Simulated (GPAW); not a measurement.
# As (Pm-3m) in GPAW: a series of runs

One crystal, As, is run at these levels: PBEsol, PBEsol+D3(BJ), PBEsol+D4, LDA; tasks: relaxation of cell and atoms, single point.

Program: GPAW 26.7.0. These are calculated values, not measurements. Logs are shortened: lines on timing, memory, paths and dates and some standing lists are left out, and cuts for length are marked. The log counts tension as positive stress, the text compression.

## Step 1: Starting point

Symmetry: Pm-3m, No. 221, cubic system. Conventional cell: a = 2.704 Å, b = 2.704 Å, c = 2.704 Å, α = 90.00°, β = 90.00°, γ = 90.00°. As (site symmetry m-3m) has 6 As at 2.70 Å as nearest neighbours.

This isn't the form of As at room conditions, which is rhombohedral.

## Step 2: Relaxation of cell and atoms, PBEsol

Contents of run.py:

```python
from ase.filters import FrechetCellFilter
from ase.io import read, write
from ase.optimize import BFGS
from gpaw import GPAW, PW, setup_paths

setup_paths.insert(0, '.')

atoms = read('As.xyz')

calc = GPAW(mode=PW(600),
            xc='PBEsol',
            kpts={'size': (10, 10, 10), 'gamma': True},
            occupations={'name': 'fermi-dirac', 'width': 0.05},
            nbands=9,
            convergence={'density': 1e-05, 'forces': 0.0001},
            maxiter=150,
            txt='gpaw.txt')
atoms.calc = calc
opt = BFGS(FrechetCellFilter(atoms), trajectory='relax.traj', logfile='-')
done = opt.run(fmax=0.02, steps=60)
calc.write('gs.gpw')
write('result.traj', atoms)
print('Converged:', done)
print('Cell:', atoms.cell.cellpar().round(4))
print('Volume:', round(atoms.get_volume(), 4))
print(atoms.get_scaled_positions().round(5))
```

Contents of As.xyz:

```xyz
1
Lattice="2.7036817444 0.0000000000 0.0000000000 0.0000000000 2.7036817444 0.0000000000 0.0000000000 0.0000000000 2.7036817444" Properties=species:S:1:pos:R:3 pbc="T T T"
As     1.3518408722      1.3518408722      1.3518408722
```

Potentials or basis: PAW data sets generated in the run's folder for this functional, pw.

Started as:

```
gpaw-setup -f PBEsol As
OMP_NUM_THREADS=1 python run.py
```

gpaw.txt:

```text
__  _  _
 | _ |_)|_||  |
 |__||  | ||/\| - 26.7.0

Input parameters:
  mode=PW(ecut=600.0),
  convergence={'density': 1e-05, 'forces': 0.0001},
  kpts=MonkhorstPack(size=(10, 10, 10), gamma=True),
  maxiter=150,
  nbands=9,
  occupations=Occupations(name='fermi-dirac', width=0.05),
  xc=XC(name='PBEsol')

Diagonalizing LCAO Hamiltonian
Converting LCAO to pw mode
   .------.
  /|      |
 * |      |
 | .-As---.
 |/      /
 *------*

Atoms  # Å, Bohr magnetons
|   | symbol |        x |        y |        z |    initial magnetic moments |
|---|--------|----------|----------|----------|-----------------------------|
| 0 |     As | 1.351841 | 1.351841 | 1.351841 | ( 0.0000,  0.0000,  0.0000) |

Unit cell  # Å
| periodic |        x |        y |        z |  lengths |    angles |
|----------|----------|----------|----------|----------|-----------|
|      yes | 2.703682 | 0.000000 | 0.000000 | 2.703682 | 90.000000 |
|      yes | 0.000000 | 2.703682 | 0.000000 | 2.703682 | 90.000000 |
|      yes | 0.000000 | 0.000000 | 2.703682 | 2.703682 | 90.000000 |

Number of symmetries: 48
Symmetry operations  # r_c * U_cc + t_c -> r_c
|    | kind |            matrix            |
|----|------|------------------------------|
|  0 |  E   |  1, 0, 0,  0, 1, 0,  0, 0, 1 |
|  1 |  σ   |  1, 0, 0,  0, 1, 0,  0, 0,-1 |
|  2 |  σ   |  1, 0, 0,  0, 0, 1,  0, 1, 0 |
|  3 |  C4  |  1, 0, 0,  0, 0, 1,  0,-1, 0 |
|  4 |  C4  |  1, 0, 0,  0, 0,-1,  0, 1, 0 |
|  5 |  σ   |  1, 0, 0,  0, 0,-1,  0,-1, 0 |
|  6 |  σ   |  1, 0, 0,  0,-1, 0,  0, 0, 1 |
|  7 |  C2  |  1, 0, 0,  0,-1, 0,  0, 0,-1 |
|  8 |  σ   |  0, 1, 0,  1, 0, 0,  0, 0, 1 |
|  9 |  C2  |  0, 1, 0,  1, 0, 0,  0, 0,-1 |
| 10 |  C3  |  0, 1, 0,  0, 0, 1,  1, 0, 0 |
| 11 |  S6  |  0, 1, 0,  0, 0, 1, -1, 0, 0 |
| 12 |  S6  |  0, 1, 0,  0, 0,-1,  1, 0, 0 |
| 13 |  C3  |  0, 1, 0,  0, 0,-1, -1, 0, 0 |
[... 174 lines left out ...]
Eigenvalues  # (at kpt = [0.000, 0.000, 0.000])
| band index |      eig [eV] | occ [0-2] |
|------------|---------------|-----------|
|          0 |        -7.502 |     2.000 |
|          1 |        11.647 |     0.000 |
|          2 |        11.647 |     0.000 |
|          3 |        11.647 |     0.000 |
|          4 |        16.069 |     0.000 |
|          5 |        16.069 |     0.000 |
|          6 |        17.896 |     0.000 |
|          7 |        33.061 |     0.000 |
|          8 |        34.551 |     0.000 |

No gap
No difference between direct/indirect transitions

Stress tensor  # eV/Ang^3
|         x |         y |        z |
|-----------|-----------|----------|
|  0.009242 | -0.000000 | 0.000000 |
| -0.000000 |  0.009242 | 0.000000 |
|  0.000000 |  0.000000 | 0.009242 |

Forces  # eV/Ang
|       x |       y |       z |
|---------|---------|---------|
| 0.00000 | 0.00000 | 0.00000 |  # As   0

Interpolating wave functions to new cell

       As

Atoms  # Å, Bohr magnetons
|   | symbol |        x |        y |        z |    initial magnetic moments |
|---|--------|----------|----------|----------|-----------------------------|
| 0 |     As | 1.348318 | 1.348318 | 1.348318 | ( 0.0000,  0.0000,  0.0000) |

Unit cell  # Å
| periodic |        x |        y |        z |  lengths |    angles |
|----------|----------|----------|----------|----------|-----------|
|      yes | 2.696636 | 0.000000 | 0.000000 | 2.696636 | 90.000000 |
|      yes | 0.000000 | 2.696636 | 0.000000 | 2.696636 | 90.000000 |
|      yes | 0.000000 | 0.000000 | 2.696636 | 2.696636 | 90.000000 |

Number of symmetries: 48
Symmetry operations  # r_c * U_cc + t_c -> r_c
|    | kind |            matrix            |
|----|------|------------------------------|
|  0 |  E   |  1, 0, 0,  0, 1, 0,  0, 0, 1 |
|  1 |  σ   |  1, 0, 0,  0, 1, 0,  0, 0,-1 |
|  2 |  σ   |  1, 0, 0,  0, 0, 1,  0, 1, 0 |
|  3 |  C4  |  1, 0, 0,  0, 0, 1,  0,-1, 0 |
|  4 |  C4  |  1, 0, 0,  0, 0,-1,  0, 1, 0 |
|  5 |  σ   |  1, 0, 0,  0, 0,-1,  0,-1, 0 |
|  6 |  σ   |  1, 0, 0,  0,-1, 0,  0, 0, 1 |
|  7 |  C2  |  1, 0, 0,  0,-1, 0,  0, 0,-1 |
|  8 |  σ   |  0, 1, 0,  1, 0, 0,  0, 0, 1 |
|  9 |  C2  |  0, 1, 0,  1, 0, 0,  0, 0,-1 |
| 10 |  C3  |  0, 1, 0,  0, 0, 1,  1, 0, 0 |
| 11 |  S6  |  0, 1, 0,  0, 0, 1, -1, 0, 0 |
| 12 |  S6  |  0, 1, 0,  0, 0,-1,  1, 0, 0 |
| 13 |  C3  |  0, 1, 0,  0, 0,-1, -1, 0, 0 |
[... 173 lines left out ...]
Eigenvalues  # (at kpt = [0.000, 0.000, 0.000])
| band index |      eig [eV] | occ [0-2] |
|------------|---------------|-----------|
|          0 |        -7.470 |     2.000 |
|          1 |        11.781 |     0.000 |
|          2 |        11.781 |     0.000 |
|          3 |        11.781 |     0.000 |
|          4 |        16.180 |     0.000 |
|          5 |        16.180 |     0.000 |
|          6 |        18.069 |     0.000 |
|          7 |        33.272 |     0.000 |
|          8 |        33.272 |     0.000 |

No gap
No difference between direct/indirect transitions

Stress tensor  # eV/Ang^3
|        x |        y |        z |
|----------|----------|----------|
| 0.005002 | 0.000000 | 0.000000 |
| 0.000000 | 0.005002 | 0.000000 |
| 0.000000 | 0.000000 | 0.005002 |

Forces  # eV/Ang
|       x |       y |       z |
|---------|---------|---------|
| 0.00000 | 0.00000 | 0.00000 |  # As   0

Interpolating wave functions to new cell

       As

Atoms  # Å, Bohr magnetons
|   | symbol |        x |        y |        z |    initial magnetic moments |
|---|--------|----------|----------|----------|-----------------------------|
| 0 |     As | 1.344243 | 1.344243 | 1.344243 | ( 0.0000,  0.0000,  0.0000) |

Unit cell  # Å
| periodic |        x |         y |        z |  lengths |    angles |
|----------|----------|-----------|----------|----------|-----------|
|      yes | 2.688486 | -0.000000 | 0.000000 | 2.688486 | 90.000000 |
|      yes | 0.000000 |  2.688486 | 0.000000 | 2.688486 | 90.000000 |
|      yes | 0.000000 | -0.000000 | 2.688486 | 2.688486 | 90.000000 |

Number of symmetries: 48
Symmetry operations  # r_c * U_cc + t_c -> r_c
|    | kind |            matrix            |
|----|------|------------------------------|
|  0 |  E   |  1, 0, 0,  0, 1, 0,  0, 0, 1 |
|  1 |  σ   |  1, 0, 0,  0, 1, 0,  0, 0,-1 |
|  2 |  σ   |  1, 0, 0,  0, 0, 1,  0, 1, 0 |
|  3 |  C4  |  1, 0, 0,  0, 0, 1,  0,-1, 0 |
|  4 |  C4  |  1, 0, 0,  0, 0,-1,  0, 1, 0 |
|  5 |  σ   |  1, 0, 0,  0, 0,-1,  0,-1, 0 |
|  6 |  σ   |  1, 0, 0,  0,-1, 0,  0, 0, 1 |
|  7 |  C2  |  1, 0, 0,  0,-1, 0,  0, 0,-1 |
|  8 |  σ   |  0, 1, 0,  1, 0, 0,  0, 0, 1 |
|  9 |  C2  |  0, 1, 0,  1, 0, 0,  0, 0,-1 |
| 10 |  C3  |  0, 1, 0,  0, 0, 1,  1, 0, 0 |
| 11 |  S6  |  0, 1, 0,  0, 0, 1, -1, 0, 0 |
| 12 |  S6  |  0, 1, 0,  0, 0,-1,  1, 0, 0 |
| 13 |  C3  |  0, 1, 0,  0, 0,-1, -1, 0, 0 |
[... 173 lines left out ...]
Eigenvalues  # (at kpt = [0.000, 0.000, 0.000])
| band index |      eig [eV] | occ [0-2] |
|------------|---------------|-----------|
|          0 |        -7.433 |     2.000 |
|          1 |        11.938 |     0.000 |
|          2 |        11.938 |     0.000 |
|          3 |        11.938 |     0.000 |
|          4 |        16.310 |     0.000 |
|          5 |        16.310 |     0.000 |
|          6 |        18.270 |     0.000 |
|          7 |        33.518 |     0.000 |
|          8 |        33.518 |     0.000 |

No gap
No difference between direct/indirect transitions

Stress tensor  # eV/Ang^3
|         x |         y |         z |
|-----------|-----------|-----------|
| -0.000099 |  0.000000 |  0.000000 |
|  0.000000 | -0.000099 |  0.000000 |
|  0.000000 |  0.000000 | -0.000099 |

Forces  # eV/Ang
|       x |        y |        z |
|---------|----------|----------|
| 0.00000 | -0.00000 | -0.00000 |  # As   0

# Writing to gs.gpw (mode='')
```

stdout:

```text
Step          Energy          fmax
BFGS:    0       -5.040548        0.182650
BFGS:    1       -5.041639        0.098092
BFGS:    2       -5.042068        0.001924
Converged: True
Cell: [ 2.6885  2.6885  2.6885 90.     90.     90.    ]
Volume: 19.4323
[[0.5 0.5 0.5]]
```

Wall time 11 s (1 thread of Arm Neoverse V2, shared host); peak memory 0.14 GiB.

What came out:

```
Free energy                            : -5.0421 eV
Relaxed volume                         : 19.43 Å³/atom
Relaxed cell                           : a = 2.688 Å, b = 2.688 Å, c = 2.688 Å, α = 90.00°, β = 90.00°, γ = 90.00°
Space group after relaxing (to 0.05 Å) : Pm-3m (No. 221)
Energy gained by relaxing              : 1.5 meV/atom
Ionic steps                            : 3
Pressure after relaxing                : 0.0 GPa
Band gap on the k mesh                 : none (metal or under the smearing width)
```

Step by step:
```csv
step,energy change (eV),largest force (eV/Å),pressure (GPa),volume (Å³)
1,0.0000,0.0000,-1.48,19.76
2,-0.0011,0.0000,-0.80,19.61
3,-0.0015,0.0000,0.02,19.43
```

Final structure:
```
As
1.0
     2.68849    0.00000    0.00000
     0.00000    2.68849    0.00000
     0.00000    0.00000    2.68849
As
1
Cartesian
  1.3442 1.3442 1.3442
```

Caveat: later steps reuse the first step's grids.

[end of part 1 of 2]
